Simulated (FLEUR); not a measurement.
# InAs (F-43m) in FLEUR: a series of runs

Runs on InAs. Level: Wu-Cohen GGA. Tasks: band structure, equation of state.

All numbers are computed with FLEUR MaX-R8.1 (later development tree); they aren't measurements. Logs are shortened: lines on timing, memory, paths and dates and some standing lists are left out, and cuts for length are marked.

**What was measured.**

A printed reference work, data compilation reports, for a bulk crystal of InAs at 4.2 K: band gap 0.418 eV (direct).

The results are compared with them further down.

## 1. Starting point

The structure is cubic, space group F-43m (No. 216). The conventional cell has a = 6.036 Å, b = 6.036 Å, c = 6.036 Å, α = 90.00°, β = 90.00°, γ = 90.00°. In (site symmetry -43m) has 4 As at 2.61 Å as nearest neighbours. As (site symmetry -43m) has 4 In at 2.61 Å as nearest neighbours.

## 2. Band structure, Wu-Cohen GGA

Input file inp.xml:

```xml
<?xml version="1.0" encoding="UTF-8" standalone="no"?>
<fleurInput fleurInputVersion="0.39">
   <comment>
      InAs                                                                                                
   </comment>
   <calculationSetup>
      <cutoffs Kmax="4.41" Gmax="13.7" GmaxXC="13.7" numbands="0"/>
      <scfLoop itmax="60" minDistance="0.00001" maxIterBroyd="15" imix="Anderson" alpha="0.05" precondParam="0.0" spinf="2.0" sdNocoIR="T"/>
      <coreElectrons ctail="T" frcor="F" kcrel="0" coretail_lmax="0"/>
      <xcFunctional name="wc" relativisticCorrections="F"/>
      <magnetism jspins="1"/>
      <soc l_soc="F" theta="0.0" phi="0.0" spav="F"/>
      <expertModes spex="0" secvar="F"/>
      <geometryOptimization l_f="F" forcealpha="1.0" forcemix="BFGS" epsdisp="0.00001" epsforce="0.00001"/>
      <ldaU l_linMix="F" mixParam="0.05" spinf="1.0"/>
   </calculationSetup>
   <cell>
      <bzIntegration valenceElectrons="42.0" mode="hist" fermiSmearingEnergy="0.00183747">
         <kPointListSelection listName="default-1"/>
         <!-- k-points included here -->
         <xi:include xmlns:xi="http://www.w3.org/2001/XInclude" href="kpts.xml"> </xi:include>
      </bzIntegration>
      <!-- symmetry operations included here -->
      <xi:include xmlns:xi="http://www.w3.org/2001/XInclude" href="sym.xml"> </xi:include>
      <bulkLattice scale="1.0">
         <bravaisMatrix>
[... 31 lines left out ...]
         </electronConfig>
         <energyParameters s="4" p="4" d="3" f="4"/>
         <lo type="SCLO" l="1" n="3" eDeriv="0"/>
         <lo type="SCLO" l="1" n="3" eDeriv="1"/>
         <lo type="HELO" l="2" n="4" eDeriv="0"/>
         <lo type="HELO" l="2" n="4" eDeriv="1"/>
         <lo type="SCLO" l="0" n="4" eDeriv="2"/>
         <lo type="SCLO" l="3" n="4" eDeriv="2"/>
      </species>
   </atomSpecies>
   <atomGroups>
      <atomGroup species="Indium (In)">
         <relPos label="                   1">.0000000000 .0000000000 .0000000000</relPos>
         <force calculate="T" relaxXYZ="TTT"/>
      </atomGroup>
      <atomGroup species="Arsenic (As)">
         <relPos label="                   2">-1.000/4.000 -1.000/4.000 -1.000/4.000</relPos>
         <force calculate="T" relaxXYZ="TTT"/>
      </atomGroup>
   </atomGroups>
   <output dos="F" band="F" slice="F">
      <checks vchk="F" cdinf="F"/>
      <bandDOS minEnergy="-.5*Htr" maxEnergy="0.5*Htr" sigma="0.015" storeEVData="T"/>
      <vacuumDOS vacdos="F" integ="F" star="F" nstars="0" locx1="0.0" locy1="0.0" locx2="0.0" locy2="0.0" nstm="0" tworkf="0.0"/>
      <unfoldingBand unfoldBand="F" supercellX="1" supercellY="1" supercellZ="1"/>
      <plotting iplot="0" polar="F">
         <plot TwoD="T" vec1="  1.0  0.0  0.0" vec2="  0.0  1.0  0.0" vec3="  0.0  0.0  1.0" zero="  0.0  0.0  0.0" file="plot"/>
      </plotting>
      <chargeDensitySlicing numkpt="0" minEigenval="0.0" maxEigenval="0.0" nnne="0" pallst="F"/>
      <specialOutput eonly="F"/>
      <moessbauerParams electricFieldGradient="T" isomerShift="T" coreHyperfine="T" valenceHyperfine="T"/>
      <magneticCircularDichroism mcd="F" energyLo="-10.0" energyUp="0.0"/>
   </output>
  <!-- We include the file relax.xml here to enable relaxations (see documentation) -->
  <xi:include xmlns:xi="http://www.w3.org/2001/XInclude" href="relax.xml"> <xi:fallback/> </xi:include>
</fleurInput>
```

Input file crystal.txt:

```
InAs
&input cartesian=F /
0.0000000000  3.0180000000  3.0180000000
3.0180000000  0.0000000000  3.0180000000
3.0180000000  3.0180000000  0.0000000000
1.8897261246
1.0 1.0 1.0

2
49 0.0000000000  0.0000000000  0.0000000000
33 0.7500000000  0.7500000000  0.7500000000

&kpt div1=8 div2=8 div3=8 gamma=T /
```

Input file inp.xml (bands):

```
<?xml version="1.0" encoding="UTF-8" standalone="no"?>
<fleurInput fleurInputVersion="0.39">
   <comment>
      InAs                                                                                                
   </comment>
   <calculationSetup>
      <cutoffs Kmax="4.41" Gmax="13.7" GmaxXC="13.7" numbands="0"/>
      <scfLoop itmax="60" minDistance="0.00001" maxIterBroyd="15" imix="Anderson" alpha="0.05" precondParam="0.0" spinf="2.0" sdNocoIR="T"/>
      <coreElectrons ctail="T" frcor="F" kcrel="0" coretail_lmax="0"/>
      <xcFunctional name="wc" relativisticCorrections="F"/>
      <magnetism jspins="1"/>
      <soc l_soc="F" theta="0.0" phi="0.0" spav="F"/>
      <expertModes spex="0" secvar="F"/>
      <geometryOptimization l_f="F" forcealpha="1.0" forcemix="BFGS" epsdisp="0.00001" epsforce="0.00001"/>
      <ldaU l_linMix="F" mixParam="0.05" spinf="1.0"/>
   </calculationSetup>
   <cell>
      <bzIntegration valenceElectrons="42.0" mode="hist" fermiSmearingEnergy="0.00183747">
         <kPointListSelection listName="path-1"/>
         <!-- k-points included here -->
         <xi:include xmlns:xi="http://www.w3.org/2001/XInclude" href="kpts.xml"> </xi:include>
      </bzIntegration>
      <!-- symmetry operations included here -->
      <xi:include xmlns:xi="http://www.w3.org/2001/XInclude" href="sym.xml"> </xi:include>
      <bulkLattice scale="1.0">
[... 32 lines left out ...]
         </electronConfig>
         <energyParameters s="4" p="4" d="3" f="4"/>
         <lo type="SCLO" l="1" n="3" eDeriv="0"/>
         <lo type="SCLO" l="1" n="3" eDeriv="1"/>
         <lo type="HELO" l="2" n="4" eDeriv="0"/>
         <lo type="HELO" l="2" n="4" eDeriv="1"/>
         <lo type="SCLO" l="0" n="4" eDeriv="2"/>
         <lo type="SCLO" l="3" n="4" eDeriv="2"/>
      </species>
   </atomSpecies>
   <atomGroups>
      <atomGroup species="Indium (In)">
         <relPos label="                   1">.0000000000 .0000000000 .0000000000</relPos>
         <force calculate="T" relaxXYZ="TTT"/>
      </atomGroup>
      <atomGroup species="Arsenic (As)">
         <relPos label="                   2">-1.000/4.000 -1.000/4.000 -1.000/4.000</relPos>
         <force calculate="T" relaxXYZ="TTT"/>
      </atomGroup>
   </atomGroups>
   <output dos="F" band="T" slice="F">
      <checks vchk="F" cdinf="F"/>
      <bandDOS minEnergy="-.5*Htr" maxEnergy="0.5*Htr" sigma="0.015" storeEVData="T"/>
      <vacuumDOS vacdos="F" integ="F" star="F" nstars="0" locx1="0.0" locy1="0.0" locx2="0.0" locy2="0.0" nstm="0" tworkf="0.0"/>
      <unfoldingBand unfoldBand="F" supercellX="1" supercellY="1" supercellZ="1"/>
      <plotting iplot="0" polar="F">
         <plot TwoD="T" vec1="  1.0  0.0  0.0" vec2="  0.0  1.0  0.0" vec3="  0.0  0.0  1.0" zero="  0.0  0.0  0.0" file="plot"/>
      </plotting>
      <chargeDensitySlicing numkpt="0" minEigenval="0.0" maxEigenval="0.0" nnne="0" pallst="F"/>
      <specialOutput eonly="F"/>
      <moessbauerParams electricFieldGradient="T" isomerShift="T" coreHyperfine="T" valenceHyperfine="T"/>
      <magneticCircularDichroism mcd="F" energyLo="-10.0" energyUp="0.0"/>
   </output>
  <!-- We include the file relax.xml here to enable relaxations (see documentation) -->
  <xi:include xmlns:xi="http://www.w3.org/2001/XInclude" href="relax.xml"> <xi:fallback/> </xi:include>
</fleurInput>
```

Potentials or basis: all-electron, FLAPW.

Launch:

```console
> inpgen -f crystal.txt -profile fastHighL
> # inp.xml edited to the form shown
> fleur_MPI
> fleur_MPI   # second run, on inp.xml (bands)
```

Log:

```text
Welcome to FLEUR        (www.flapw.de)
      MaX-Release 8.1          (www.max-centre.eu)

 ========== k-point set info ==========
 Selected k-point list: default-1
 k-point list type: mesh
 8 x 8 x 8
 Number of k points: 29

 ------------Calculation Setup---------------------------
 Number of MPI-tasks      :            1
 Number of PE/node        :            1
 Number of OMP-threads    :            1
 Most efficient MPI parallelization for:
           1          29
 Additional eigenvalue parallelization possible
 Number of basis functions:          630
 Approximate size of matrices (H+S) per k-point:         0.012 GB
 --------------------------------------------------------
 Iteration:     1   Distance:       6.19795682 me/bohr^3
 Iteration:     2   Distance:       5.72192595 me/bohr^3
 Iteration:     3   Distance:       2.94070120 me/bohr^3
 Iteration:     4   Distance:       0.97157975 me/bohr^3
 Iteration:     5   Distance:       0.85538123 me/bohr^3
 Iteration:     6   Distance:       0.11185984 me/bohr^3
 Iteration:     7   Distance:       0.05497873 me/bohr^3
 Iteration:     8   Distance:       0.03730697 me/bohr^3
 Iteration:     9   Distance:       0.00470490 me/bohr^3
 Iteration:    10   Distance:       0.00383589 me/bohr^3
 Iteration:    11   Distance:       0.00091116 me/bohr^3
 Iteration:    12   Distance:       0.00013014 me/bohr^3
 Iteration:    13   Distance:       0.00009183 me/bohr^3
 Iteration:    14   Distance:       0.00000638 me/bohr^3

 ********************************************************************
 Run finished successfully
 Stop message:
   all done
 ********************************************************************
```

output (bands):

```text
Welcome to FLEUR        (www.flapw.de)
      MaX-Release 8.1          (www.max-centre.eu)

 ========== k-point set info ==========
 Selected k-point list: path-1
 k-point list type: path
 Number of k points: 60

 ------------Calculation Setup---------------------------
 Number of MPI-tasks      :            1
 Number of PE/node        :            1
 Number of OMP-threads    :            1
 Most efficient MPI parallelization for:
           1           2           3           4           5           6          10          12          15          20          30          60
 Additional eigenvalue parallelization possible
 Number of basis functions:          636
 Approximate size of matrices (H+S) per k-point:         0.012 GB
 --------------------------------------------------------
 Fermi energy correction for metals:
 Fermi energy in bands.* files may not be consistent with last density.
 Please correct it manually (e.g. in band.gnu file).

 Note: Band structure data (together with different weights) is also stored in the banddos.hdf file.
       A convenient way of extracting and plotting the data from that file is by making use of the

 ********************************************************************
 Run finished successfully
 Stop message:
   Charge density postprocessing done.
 ********************************************************************
```

out.xml (last iteration):

```text
<iteration numberForCurrentRun="   14" overallNumber="   14">
         <energyParameters units="Htr">
            <atomicEP atomType="1" spin="1" branch="5s" branchLowest="-4.03" branchHighest="1.31" value="-0.0618123021"/>
            <atomicEP atomType="1" spin="1" branch="5p" branchLowest="-2.50" branchHighest="2.05" value="0.1069505165"/>
            <atomicEP atomType="1" spin="1" branch="4d" branchLowest="-15.53" branchHighest="-0.22" value="-0.3206124898"/>
            <atomicEP atomType="1" spin="1" branch="4f" branchLowest="-9.99" branchHighest="2.10" value="0.4281560717"/>
            <loAtomicEP atomType="1" spin="1" branch="4s" branchLowest="-28.59" branchHighest="-4.03" value="-4.0356756527"/>
            <loAtomicEP atomType="1" spin="1" branch="4p" branchLowest="-23.47" branchHighest="-2.50" value="-2.5178720092"/>
            <loAtomicEP atomType="1" spin="1" branch="4p" branchLowest="-23.47" branchHighest="-2.50" value="-2.5178720092"/>
            <loAtomicEP atomType="1" spin="1" branch="4d" branchLowest="-15.53" branchHighest="-0.22" value="-0.3309699308"/>
            <loAtomicEP atomType="1" spin="1" branch="4f" branchLowest="-9.99" branchHighest="2.10" value="0.4281582330"/>
            <atomicEP atomType="2" spin="1" branch="4s" branchLowest="-6.58" branchHighest="0.63" value="-0.2251076878"/>
            <atomicEP atomType="2" spin="1" branch="4p" branchLowest="-4.50" branchHighest="1.32" value="0.0401939255"/>
            <atomicEP atomType="2" spin="1" branch="3d" branchLowest="-9.99" branchHighest="-1.08" value="-1.0836169185"/>
            <atomicEP atomType="2" spin="1" branch="4f" branchLowest="-9.99" branchHighest="3.36" value="0.4256146869"/>
            <loAtomicEP atomType="2" spin="1" branch="3p" branchLowest="-47.49" branchHighest="-4.50" value="-4.5078977864"/>
            <loAtomicEP atomType="2" spin="1" branch="3p" branchLowest="-47.49" branchHighest="-4.50" value="-4.5078977864"/>
            <heloAtomicEP atomType="2" spin="1" branch="4d" branchLowest="1.85" branchHighest="1.85" value="1.8487296541"/>
            <heloAtomicEP atomType="2" spin="1" branch="4d" branchLowest="1.85" branchHighest="1.85" value="1.8487296541"/>
            <loAtomicEP atomType="2" spin="1" branch="4s" branchLowest="-6.58" branchHighest="0.63" value="-0.2251076878"/>
            <loAtomicEP atomType="2" spin="1" branch="4f" branchLowest="-9.99" branchHighest="3.36" value="0.4256182099"/>
         </energyParameters>
         <eigenvalues>
            <eigenvaluesAt spin="1" ikpt="1" k_x="0.00000000" k_y="0.00000000" k_z="0.00000000">
                      -4.5053041155       -4.5053041155       -4.5053041155       -4.0356634769       -2.5105666703
                      -2.5105666703       -2.5105666703       -1.0941859516       -1.0941859516       -1.0941859516
                      -1.0938801603       -1.0938801603       -0.3336597065       -0.3336597065       -0.3336597065
                      -0.3288526229       -0.3288526229       -0.2450567308        0.1826195454        0.1938655836
                       0.1938655836        0.1938655836        0.3360135071        0.3360135071        0.3360135071
                       0.4630015607        0.5519697146        0.5519697146        0.5734749178        0.5734749178
                       0.5734749178        0.6610962824        1.0116478378
            </eigenvaluesAt>
            <eigenvaluesAt spin="1" ikpt="2" k_x="0.00000000" k_y="0.00000000" k_z="0.12500000">
                      -4.5053040931       -4.5053040515       -4.5053040515       -4.0356634520       -2.5105672721
[... 56 lines left out ...]
            <spinDependentCharge spin="1" total="82.0000000" interstitial="4.1214848" mtSpheres="77.8785152"/>
            <totalCharge value="81.9999999971"/>
         </allElectronCharges>
         <moessbauerParams unitsHFF="kG" unitsIS="e/bohr^3" unitsEFG="Htr/bohr^2">
            <coreIsomerShift atomType="1" isTotal="176845.97481">
               <shell n="1" l="0" isomerShift="154872.16515"/>
               <shell n="2" l="0" isomerShift="18008.43633"/>
               <shell n="2" l="1" isomerShift="414.31350"/>
               <shell n="3" l="0" isomerShift="3465.16530"/>
               <shell n="3" l="1" isomerShift="85.89452"/>
               <shell n="3" l="2" isomerShift="0.00001"/>
            </coreIsomerShift>
            <coreIsomerShift atomType="2" isTotal="35725.08119">
               <shell n="1" l="0" isomerShift="31944.76679"/>
               <shell n="2" l="0" isomerShift="3244.52813"/>
               <shell n="2" l="1" isomerShift="30.58099"/>
               <shell n="3" l="0" isomerShift="505.20528"/>
            </coreIsomerShift>
            <isomerShift atomType="1" nucleusRadius="0.0001148" averageDensity="177575.73708"/>
            <isomerShift atomType="2" nucleusRadius="0.0000996" averageDensity="35766.77387"/>
            <electricFieldGradient atomType="1" VXX="0.00000" VYY="0.00000" VZZ="0.00000" asymParam="0.00000">
            </electricFieldGradient>
            <electricFieldGradient atomType="2" VXX="0.00000" VYY="0.00000" VZZ="0.00000" asymParam="0.00000">
            </electricFieldGradient>
         </moessbauerParams>
         <totalEnergy                                    value="    -8143.1547678006" units="Htr">
            <sumOfEigenvalues                            value="    -4847.3165592103">
               <coreElectrons value="-4783.0173696779"/>
               <valenceElectrons value="-64.2991895324"/>
            </sumOfEigenvalues>
            <densityCoulombPotentialIntegral value="-13020.8400284427"/>
            <densityEffectivePotentialIntegral value="-13338.4685596599"/>
            <chargeDenXCDenIntegral value="-242.7010451766"/>
            <FockExchangeEnergyValence value="0.0000000000"/>
            <FockExchangeEnergyCore value="0.0000000000"/>
            <atomTypeDependentContributions atomType="1">
               <electronNucleiInteractionDifferentMTs value="7121.5765866068"/>
               <MadelungTerm value="-24.7885940624"/>
            </atomTypeDependentContributions>
            <atomTypeDependentContributions atomType="2">
               <electronNucleiInteractionDifferentMTs value="2718.3867746016"/>
               <MadelungTerm value="-16.4337535814"/>
            </atomTypeDependentContributions>
            <tkbTimesEntropy value="0.0000196966"/>
            <freeEnergy value="-8143.1547874972"/>
            <extrapolationTo0K value="-8143.1547776489"/>
         </totalEnergy>
         <densityConvergence units="me/bohr^3">
            <chargeDensity spin="1" distance="0.0000063768"/>
         </densityConvergence>
      </iteration>
```

It took 1.8 min on 1 thread of Arm Neoverse V2, shared host; peak memory 0.07 GiB.

What came out:

```
Free energy                                           : -221586.5302 eV
Band gap along the path                               : none (metal or under the smearing width)
Valence electrons inside the program's atomic spheres : In 18.84; As 19.04 (radii In 2.35, As 2.22 bohr)
```

Levels at the corners of the path, in eV from the Fermi level:
```csv
point,band 19,band 20,band 21,band 22,band 23,band 24
Γ,-0.35,-0.05,-0.05,-0.05,3.82,3.82
X,-5.95,-2.40,-2.40,1.37,1.93,9.03
W,-5.80,-3.05,-2.98,4.15,4.15,4.88
K,-5.81,-3.38,-2.02,1.96,4.17,7.19
Γ,-0.35,-0.05,-0.05,-0.05,3.82,3.82
L,-5.89,-1.05,-1.05,0.82,4.59,4.59
U,-5.81,-3.38,-2.02,1.96,4.17,7.19
W,-5.80,-3.05,-2.98,4.15,4.15,4.88
L,-5.89,-1.05,-1.05,0.82,4.59,4.59
K,-5.81,-3.38,-2.02,1.96,4.17,7.19
U,-5.81,-3.38,-2.02,1.96,4.17,7.19
X,-5.95,-2.40,-2.40,1.37,1.93,9.03
```

Core levels (eV from the Fermi level):
```tsv
atom	levels
1 In	1s1/2 -27729.0, 2s1/2 -4147.0, 2p1/2 -3867.8, 2p3/2 -3656.9, 3s1/2 -783.3, 3p1/2 -670.5, 3p3/2 -632.4, 3d3/2 -432.7, 3d5/2 -424.9
2 As	1s1/2 -11707.9, 2s1/2 -1480.2, 2p1/2 -1322.4, 2p3/2 -1285.8, 3s1/2 -184.4
```

Caveat: spin-orbit coupling is left out, which moves the levels of the heavy elements; this crystal is a semiconductor, whose small gap the functional closes, so the metal is an error of the method.

## 3. Equation of state, Wu-Cohen GGA, 25.84 Å³/atom (volume scaled by 0.94)

Changes to inp.xml since step 2:

```diff
@@ -6,3 +6,3 @@
    <calculationSetup>
-      <cutoffs Kmax="4.41" Gmax="13.7" GmaxXC="13.7" numbands="0"/>
+      <cutoffs Kmax="4.56" Gmax="14.1" GmaxXC="14.1" numbands="0"/>
       <scfLoop itmax="60" minDistance="0.00001" maxIterBroyd="15" imix="Anderson" alpha="0.05" precondParam="0.0" spinf="2.0" sdNocoIR="T"/>
@@ -24,3 +24,3 @@
       <xi:include xmlns:xi="http://www.w3.org/2001/XInclude" href="sym.xml"> </xi:include>
-      <bulkLattice scale="1.0">
+      <bulkLattice scale="0.9795861087">
          <bravaisMatrix>
@@ -34,3 +34,3 @@
       <species name="Indium (In)" element="In" atomicNumber="49">
-         <mtSphere radius="2.35" gridPoints="777" logIncrement="0.017"/>
+         <mtSphere radius="2.28" gridPoints="777" logIncrement="0.017"/>
          <atomicCutoffs lmax="9" lnonsphr="7"/>
@@ -50,3 +50,3 @@
       <species name="Arsenic (As)" element="As" atomicNumber="33">
-         <mtSphere radius="2.22" gridPoints="735" logIncrement="0.017"/>
+         <mtSphere radius="2.15" gridPoints="735" logIncrement="0.017"/>
          <atomicCutoffs lmax="9" lnonsphr="7"/>
```

Potentials or basis: all-electron, FLAPW.

Launch:

```console
> inpgen -f crystal.txt -profile fastHighL
> # inp.xml edited to the form shown
> fleur_MPI
```

It took 1.7 min on 1 thread of Arm Neoverse V2, shared host; peak memory 0.08 GiB.

The run converged. Its results:

- Free energy: -221586.4527 eV
- Band gap on the k mesh: none (metal or under the smearing width)
- Valence electrons inside the program's atomic spheres: In 18.70; As 18.88 (radii In 2.28, As 2.15 bohr)

## 4. Equation of state, Wu-Cohen GGA, 26.39 Å³/atom (volume scaled by 0.96)

Changes to inp.xml since step 3:

```diff
@@ -24,3 +24,3 @@
       <xi:include xmlns:xi="http://www.w3.org/2001/XInclude" href="sym.xml"> </xi:include>
-      <bulkLattice scale="0.9795861087">
+      <bulkLattice scale="0.9864848297">
          <bravaisMatrix>
```

Launch:

```console
> inpgen -f crystal.txt -profile fastHighL
> # inp.xml edited to the form shown
> fleur_MPI
```

It took 1.8 min on 1 thread of Arm Neoverse V2, shared host; peak memory 0.08 GiB.

The run converged. Its results:

```yaml
Free_energy: -221586.4887 eV
Band_gap_on_the_k_mesh: none (metal or under the smearing width)
Valence_electrons_inside_the_program's_atomic_spheres: In 18.68; As 18.86 (radii In 2.28, As 2.15 bohr)
```

(Continued in part 2 of 2.)
